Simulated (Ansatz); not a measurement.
# AlN (CsCl type): from bands to localised orbitals, part 2 of 2

Where do the localised orbitals of AlN (CsCl type) sit, how far are they spread, and how do the settings change that? The runs, in order: PBE, anion s p, 6×6×6; PBE, anion s p, 4×4×4; PBE, anion s p, 8×8×8; PBE, anion p, 6×6×6; r2SCAN, anion s p, 6×6×6; r2SCAN, anion p, 6×6×6 (level, trial orbitals, Wannier mesh).

Ansatz 0.2.0; plane waves, PAW. The steps go on from the part before.

## Step 5: PBE, anion p, 6×6×6

Input file input.yaml:

```yaml
crystal:
  lattice:
    - [2.5854596279, 0.0, 0.0]
    - [0.0, 2.5854596279, 0.0]
    - [0.0, 0.0, 2.5854596279]
  atoms:
    - { symbol: Al, position: [0.0, 0.0, 0.0] }
    - { symbol: "N", position: [0.5, 0.5, 0.5] }
kpoints:
  mp_grid: { grid: [8, 8, 8] }
  band_path:
    path:
      - [[0.0, 0.0, 0.0], [-3.232588026625e-104, 0.5, 1.343869737463e-69], [0.5, 0.5, -2.405432562778e-35], [0.0, 0.0, 0.0], [0.5, 0.5, 0.5], [-3.232588026625e-104, 0.5, 1.343869737463e-69]]
      - [[0.5, 0.5, 0.5], [0.5, 0.5, -2.405432562778e-35]]
    npoints: 10
hamiltonian:
  xc: pbe
scf:
  occupations: { method: fermi_dirac, width: 0.02 }
  n_extra_bands: 6
output:
  forces: false
  stress: false
  eigenvalues: true
  wannier:
    kmesh: [6, 6, 6]
    projections: [{ species: "N", l: p, shell: 2 }]
    minimise: true
    write_hr: true
    conv_tol: 1.0e-08
    max_iter: 3000
```

Launch:

```
$ ansatz run input.yaml --threads 4 --pin off --max-ram 3686MiB --backend cpu --events-out ev --progress --plain --runs-dir out
```

Log:

```text
Warning: RAYON_NUM_THREADS=4 ignored (pool sized by the plan → 4); use --threads N
scf.n_extra_bands = 6 over 4 filled bands (N_el = 8.0): the run solves 10 bands
Engine: ansatz 0.2.0, aarch64-unknown-linux-gnu
Pseudopotentials: kind: paw
Pseudopotential: Al, paw, valence charge 3, recommended cutoff 420 eV (normal), Al.paw.azcp
Pseudopotential: N, paw, valence charge 5, recommended cutoff 420 eV (normal), N.paw.azcp
Functional definition: PBE
  parameter kappa = 0.804
  parameter beta = 0.06672455060314922
  exchange = pbe_x(kappa = kappa, mu = beta*pi^2/3)
  correlation = pbe_c(beta = beta)
Crystal: 2 atoms, lattice volume = 17.283 Å³
Basis set: ecut = 420 eV, 341 PW (Γ)
Bands: 10, of which v1, the nominal top of the filled ones, is band 4 counted from 1 (3 counted from 0)
Symmetry: 48 space group operations
Space group: Pm-3m (ITA 221), of the structure as read, at distance tolerance 2.6e-5 Å
k-points: 35 of 512
Non-local potential: Al, projectors of the file, l = 0: 2, l = 1: 2, l = 2: 1
Non-local potential: N, projectors of the file, l = 0: 2, l = 1: 2, l = 2: 1
PAW form: soft (Blöchl's): semilocal exchange-correlation on the pseudo side does not see the compensation charge
PAW one-centre angular grid: Al, 110 points (default); XC on 64 Gauss nodes
PAW one-centre angular grid: N, 110 points (default); XC on 64 Gauss nodes
Initial density: superposition of atomic densities (neutral atoms: chi_scale 0, normalization atom), corrected by the library's trained network
Initial wavefunctions: pseudopotential atomic-orbital guess
Functional: x = pbe(κ = 0.804, μ = 0.2195149727645171), c = pbe(β = 0.06672455060314922)
SCF iter   1: F=—  HF=-920.790966 eV  |F-HF|=—  |Δ(HF+E_count)|=         —  Δρ=1.81e-3  dr2=2.87e-4  ethr=1.77e-3  ⟨swp⟩=5.2  Hψ=2326  notcnv=0
preconditioner: auto → none  [insulator: Δε(μ)=0.107 eV  Ē_g=17.578 eV  σ=0.020 eV  W_gap=0.87  n_scr=0 (ndim 8)  ℏωp=25.3 eV  f_vac=0.000  D(μ)=0.39/eV (n_scr^D=0)  ε∞_Penn≈3.1]
SCF iter   2: F=—  HF=-920.791096 eV  |F-HF|=—  |Δ(HF+E_count)|=   1.30e-4  Δρ=7.78e-4  dr2=3.38e-5  ethr=3.59e-6  ⟨swp⟩=2.7  Hψ=785  notcnv=0  defer=21
SCF iter   3: F=—  HF=-920.791178 eV  |F-HF|=—  |Δ(HF+E_count)|=   8.13e-5  Δρ=1.29e-4  dr2=1.36e-6  ethr=4.23e-7  ⟨swp⟩=2.1  Hψ=445  notcnv=0  defer=21
iter 4 did not close the SCF: its close was put off for the readings that it lacked (scf_convergence_deferred on its scf_iter line)
SCF iter   4: F=-920.791179 eV  HF=-920.791179 eV  |F-HF|=1.26e-8  |Δ(HF+E_count)|=   1.55e-6  Δρ=1.09e-5  dr2=1.84e-8  ethr=1.70e-8  ⟨swp⟩=2.2  Hψ=437  notcnv=0  defer=21
iter 5 did not close the SCF: its close was put off for the readings that it lacked (scf_convergence_deferred on its scf_iter line)
SCF iter   5: F=-920.791179 eV  HF=-920.791179 eV  |F-HF|=1.10e-11  |Δ(HF+E_count)|=   2.29e-9  Δρ=4.75e-7  dr2=1.45e-11  ethr=2.30e-10  ⟨swp⟩=1.7  Hψ=361  notcnv=0  defer=21
SCF iter   6: F=-920.791179 eV  HF=-920.791179 eV  |F-HF|=1.14e-13  |Δ(HF+E_count)|=  1.88e-11  Δρ=2.97e-8  dr2=4.68e-14  ethr=1.00e-12  ⟨swp⟩=3.8  Hψ=1323  notcnv=0
SCF 1 converged in 6 iterations: F = -920.791179 eV  dr2 = 4.68e-14
NSCF: frozen V_eff on 62 k-points
NSCF: frozen V_eff on 23 k-points
the Wannier pass solved 23 of the 216 points of its mesh, and has the states at the others by symmetry: states obtained by the crystal's operations at points that were solved too leave a residual of 1.92e-13 eV (read by the count's bands and the next), within 4.76e-6 eV
NSCF: frozen V_eff on 23 k-points
the Wannier pass solved 23 of the 216 points of its mesh, and has the states at the others by symmetry: states obtained by the crystal's operations at points that were solved too leave a residual of 1.93e-13 eV (read by the count's bands and the next), within 4.76e-6 eV
SCF converged after 6 iterations
Free energy (F): -920.791179 eV
Harris-Foulkes:  -920.791179 eV  (|F-HF|=1.14e-13)
Internal energy: -920.790427 eV  (E = F + TS)
E sigma→0 (E₀):  -920.790803 eV
Entropy (-TS):   -0.000752 eV (-0.376 meV/atom)
Fermi energy:    12.371670 eV
--- Per-component energies (eV) ---
  E_band       = 41.550337
  E_kinetic    = 158.650368
  E_local      = -163.963541  (includes V_loc(G=0)·N_el)
  E_nonlocal   = 54.928028
  E_hartree    = 61.172813
  E_xc         = -101.997091
  E_vxc        = -108.356458  (∫ρ·V_xc dr)
  E_paw        = -593.947454  (= ΣΔE_a)
  E_vpaw       = -22.053778  (= ΣTr[D̂ρ^β])
  E_aug_tail   = 0.000091  (compensation charges beyond the density's cutoff)
  E_ewald      = -335.633641
  E_smearing   = -0.000752  (= −TS)
  E_closure    = -0.000000  (closes the sum)
  Σ components = -920.791179   (vs F -920.791179, Δ=0.00e0)
--- Band table (eV; the first three rows and the last of 35) ---
  k-point 0: bands = ["-6.1795", "10.7788", "10.7788", "10.7788", "13.4475", "18.5956", "18.5956", "28.4017", "28.4017", "28.4017"]
  k-point 1: bands = ["-5.9141", "8.7498", "10.9142", "10.9142", "14.4159", "18.9164", "19.6911", "27.8471", "27.8471", "28.4957"]
  k-point 2: bands = ["-5.1582", "5.7194", "11.2650", "11.2650", "15.4881", "19.8550", "20.9154", "26.4407", "26.4407", "29.8770"]
  k-point 34: bands = ["0.4829", "7.2880", "7.2880", "7.2880", "13.8485", "13.8485", "13.8485", "20.2141", "31.0702", "31.0702"]
Wannier search: line search 1 of at most 3000: gauge-dependent spread (as the search counts it) 0.0105484 Å², largest recent change 1.9e-4 Å² and fall left 9.0e-9 Å² against conv_tol 1.0e-8 Å², 0 stops escaped
```

Wall time 0.64 s (4 threads of Arm Neoverse V1, shared host); peak memory 0.24 GiB.

wannier.win names the bands that the functions span: combinations of 2-5 (counted from 1; 4 are filled by count, though the bands overlap). Combinations are drawn from entangled bands, so such a model needn't follow any one band.

The head of wannier.spreads.toml:

```toml
omega_i_ang2 = 4.2860988375620614
omega_d_ang2 = 0.0000000000000000000000000048055021420059504
omega_od_ang2 = 0.010548408712670565
omega_total_ang2 = 4.296647246274732
least_projectability = 0.6311627689462563
b_vectors_match_mmn = true
n_iter = 6
converged = true
rejected_fitted_steps = 0
```

The functions (centres in Å, on-site energies from the highest level of the last filled band):

```
n      x      y      z  spread (Å²)  on-site (eV)  nearest atoms  distance (Å)
1  1.293  1.293  1.293        1.432        -4.705             N2          0.00
2  1.293  1.293  1.293        1.432        -4.705             N2          0.00
3  1.293  1.293  1.293        1.432        -4.705             N2          0.00
```

The largest hoppings ⟨m, 0|H|n, R⟩, one of each Hermitian pair (signs follow the phases of the functions):

```
m  n      R  distance (Å)  t (eV)
2  2  1 0 0          2.59   1.780
3  3  0 1 0          2.59   1.780
1  1  0 0 1          2.59   1.780
1  1  0 1 0          2.59  -0.495
3  3  0 0 1          2.59  -0.495
3  3  1 0 0          2.59  -0.495
1  1  1 0 0          2.59  -0.495
2  2  0 1 0          2.59  -0.495
2  2  0 0 1          2.59  -0.495
2  2  2 0 0          5.17   0.109
3  3  0 2 0          5.17   0.109
1  1  0 0 2          5.17   0.109
1  2  1 0 1          3.66   0.094
2  1  1 0 1          3.66   0.094
```

Interpolated bands at the corners of the path, eV from the highest level of the last filled band:

```
point      e1     e2     e3
    Γ   -1.84  -1.84  -1.84
    X  -10.62  -0.79  -0.79
    M   -7.68  -7.68   0.28
    Γ   -1.84  -1.84  -1.84
    R   -5.33  -5.33  -5.33
    X  -10.62  -0.79  -0.79
    R   -5.33  -5.33  -5.33
    M   -7.68  -7.68   0.28
```

Along the path each interpolated band stays within 0.28, 0.07, 0.03 eV of the nearest computed level, from the lowest band up.

## Step 6: r2SCAN, anion s p, 6×6×6

input.yaml, as its differences from that of step 5:

```diff
@@ -16,3 +16,3 @@
 hamiltonian:
-  xc: pbe
+  xc: r2scan
 scf:
@@ -26,3 +26,3 @@
     kmesh: [6, 6, 6]
-    projections: [{ species: "N", l: p, shell: 2 }]
+    projections: [{ species: "N", l: s, shell: 2 }, { species: "N", l: p, shell: 2 }]
     minimise: true
@@ -31 +31,5 @@
     max_iter: 3000
+  write_density: true
+  write_potential: true
+  elf: true
+  volumetric_format: npy
```

Launch:

```
$ ansatz run input.yaml --threads 4 --pin off --max-ram 3686MiB --backend cpu --events-out ev --progress --plain --runs-dir out
```

Log, cut to the lines that bear on the results:

```text
Warning: RAYON_NUM_THREADS=4 ignored (pool sized by the plan → 4); use --threads N
scf.n_extra_bands = 6 over 4 filled bands (N_el = 8.0): the run solves 10 bands
[...]
[... 1 set-up line as earlier in the session ...]
Pseudopotential: Al, paw, valence charge 3, recommended cutoff 500 eV (meta_gga), Al.paw.azcp
Pseudopotential: N, paw, valence charge 5, recommended cutoff 500 eV (meta_gga), N.paw.azcp
Functional definition: r2SCAN
[...]
Crystal: 2 atoms, lattice volume = 17.283 Å³
Basis set: ecut = 500 eV, 461 PW (Γ), exchange–correlation on 80×80×80 points (64 copies of the dense FFT grid, shifted against one another)
Bands: 10, of which v1, the nominal top of the filled ones, is band 4 counted from 1 (3 counted from 0)
[... 2 set-up lines as earlier in the session ...]
k-points: 35 of 512
[...]
NSCF: frozen V_eff on 23 k-points
the Wannier pass solved 23 of the 216 points of its mesh, and has the states at the others by symmetry: states obtained by the crystal's operations at points that were solved too leave a residual of 2.36e-13 eV (read by the count's bands and the next), within 4.76e-6 eV
SCF converged after 8 iterations
Free energy (F): -924.667438 eV
[...]
E sigma→0 (E₀):  -924.666840 eV
Entropy (-TS):   -0.001196 eV (-0.598 meV/atom)
Fermi energy:    12.503593 eV
[...]
--- Band table (eV; the first three rows and the last of 35) ---
  k-point 0: bands = ["-7.2252", "10.6513", "10.6513", "10.6513", "13.8525", "19.0911", "19.0911", "29.6748", "29.6748", "29.6748"]
[...]
Wannier search: line search 1 of at most 3000: gauge-dependent spread (as the search counts it) 1.3611604 Å², largest recent change 8.7e-2 Å² and fall left 1.3e-4 Å² against conv_tol 1.0e-8 Å², 0 stops escaped
```

Run time: 1.3 s. Hardware: 4 threads of Arm Neoverse V1, shared host; peak memory 0.28 GiB.

wannier.win names the bands that the functions span: 1, combinations of 2-5 (counted from 1; 4 are filled by count, though the bands overlap). Combinations are drawn from entangled bands, so such a model needn't follow any one band.

The head of wannier.spreads.toml:

```toml
omega_i_ang2 = 3.3160648463979925
omega_d_ang2 = 0.0009365092618718639
omega_od_ang2 = 0.7676569842518534
omega_total_ang2 = 4.084658339911718
least_projectability = 0.8686658489557944
b_vectors_match_mmn = true
n_iter = 43
converged = true
rejected_fitted_steps = 0
```

The functions (centres in Å, on-site energies from the highest level of the last filled band):

```
n      x      y      z  spread (Å²)  on-site (eV)  nearest atoms  distance (Å)
1  1.046  1.046  1.046        0.999        -8.164             N2          0.43
2  1.219  1.219  1.693        1.028        -7.743             N2          0.41
3  1.693  1.219  1.219        1.028        -7.743             N2          0.41
4  1.219  1.693  1.219        1.028        -7.743             N2          0.41
```

Along the path each interpolated band stays within 0.01, 0.22, 0.07, 0.04 eV of the nearest computed level, from the lowest band up.

## Step 7: r2SCAN, anion p, 6×6×6

input.yaml, as its differences from that of step 6:

```diff
@@ -26,3 +26,3 @@
     kmesh: [6, 6, 6]
-    projections: [{ species: "N", l: s, shell: 2 }, { species: "N", l: p, shell: 2 }]
+    projections: [{ species: "N", l: p, shell: 2 }]
     minimise: true
@@ -31,5 +31 @@
     max_iter: 3000
-  write_density: true
-  write_potential: true
-  elf: true
-  volumetric_format: npy
```

Launch:

```
$ ansatz run input.yaml --threads 4 --pin off --max-ram 3686MiB --backend cpu --events-out ev --progress --plain --runs-dir out
```

Log, cut to the lines that bear on the results:

```text
Warning: RAYON_NUM_THREADS=4 ignored (pool sized by the plan → 4); use --threads N
scf.n_extra_bands = 6 over 4 filled bands (N_el = 8.0): the run solves 10 bands
[...]
[... 4 set-up lines as earlier in the session ...]
[...]
Crystal: 2 atoms, lattice volume = 17.283 Å³
Basis set: ecut = 500 eV, 461 PW (Γ), exchange–correlation on 80×80×80 points (64 copies of the dense FFT grid, shifted against one another)
Bands: 10, of which v1, the nominal top of the filled ones, is band 4 counted from 1 (3 counted from 0)
[... 2 set-up lines as earlier in the session ...]
k-points: 35 of 512
[...]
NSCF: frozen V_eff on 23 k-points
the Wannier pass solved 23 of the 216 points of its mesh, and has the states at the others by symmetry: states obtained by the crystal's operations at points that were solved too leave a residual of 2.35e-13 eV (read by the count's bands and the next), within 4.76e-6 eV
SCF converged after 8 iterations
Free energy (F): -924.667438 eV
[...]
E sigma→0 (E₀):  -924.666840 eV
Entropy (-TS):   -0.001196 eV (-0.598 meV/atom)
Fermi energy:    12.503593 eV
[...]
--- Band table (eV; the first three rows and the last of 35) ---
  k-point 0: bands = ["-7.2252", "10.6513", "10.6513", "10.6513", "13.8525", "19.0911", "19.0911", "29.6748", "29.6748", "29.6748"]
[...]
Wannier search: line search 1 of at most 3000: gauge-dependent spread (as the search counts it) 0.0100034 Å², largest recent change 1.7e-4 Å² and fall left 6.6e-9 Å² against conv_tol 1.0e-8 Å², 0 stops escaped
```

Wall time 1.1 s (4 threads of Arm Neoverse V1, shared host); peak memory 0.28 GiB.

wannier.win names the bands that the functions span: combinations of 2-5 (counted from 1; 4 are filled by count, though the bands overlap). Combinations are drawn from entangled bands, so such a model needn't follow any one band.

The head of wannier.spreads.toml:

```toml
omega_i_ang2 = 4.186025948467599
omega_d_ang2 = 0.000000000000000000000000021094560274343998
omega_od_ang2 = 0.010003417561507986
omega_total_ang2 = 4.196029366029107
least_projectability = 0.6402202513092409
b_vectors_match_mmn = true
n_iter = 6
converged = true
rejected_fitted_steps = 0
```

The functions (centres in Å, on-site energies from the highest level of the last filled band):

```
n      x      y      z  spread (Å²)  on-site (eV)  nearest atoms  distance (Å)
1  1.293  1.293  1.293        1.399        -4.949             N2          0.00
2  1.293  1.293  1.293        1.399        -4.949             N2          0.00
3  1.293  1.293  1.293        1.399        -4.949             N2          0.00
```

Along the path each interpolated band stays within 0.24, 0.07, 0.03 eV of the nearest computed level, from the lowest band up.

## Step 8: All runs side by side

```
                     run  functions  total spread (Å²)  invariant part (Å²)  mean spread (Å²)  largest miss of a band (eV)    time
   PBE, anion s p, 6×6×6          4              4.174                3.390             1.043                         0.23  0.78 s
   PBE, anion s p, 4×4×4          4              3.740                2.995             0.935                         0.42  0.61 s
   PBE, anion s p, 8×8×8          4              4.360                3.569             1.090                         0.12   1.1 s
     PBE, anion p, 6×6×6          3              4.297                4.286             1.432                         0.28  0.64 s
r2SCAN, anion s p, 6×6×6          4              4.085                3.316             1.021                         0.22   1.3 s
  r2SCAN, anion p, 6×6×6          3              4.196                4.186             1.399                         0.24   1.1 s
```

## Step 9: What came out

What follows sums up all 2 parts.

| quantity | value |
| --- | --- |
| total spread, PBE, anion s p, 6×6×6 | 4.17 Å² over 4 functions |
| total spread, PBE, anion s p, 4×4×4 | 3.74 Å² over 4 functions |
| total spread, PBE, anion s p, 8×8×8 | 4.36 Å² over 4 functions |
| total spread, PBE, anion p, 6×6×6 | 4.30 Å² over 3 functions |
| total spread, r2SCAN, anion s p, 6×6×6 | 4.08 Å² over 4 functions |
| total spread, r2SCAN, anion p, 6×6×6 | 4.20 Å² over 3 functions |
| centres of the first set | 0.41 to 0.43 Å from the nearest atom |

With PBE, anion s p, 6×6×6 the 4 functions move off the atoms, with a mean spread of 1.04 Å²; 81 % of the total is gauge invariant. The total spread goes from 3.74 Å² on 4×4×4 to 4.36 Å² on 8×8×8: finite differences in k understate it on coarse meshes, while the largest miss of a band goes from 0.42 to 0.12 eV. On one set and mesh the functional gives 4.17 (PBE), 4.08 (r2SCAN) Å².
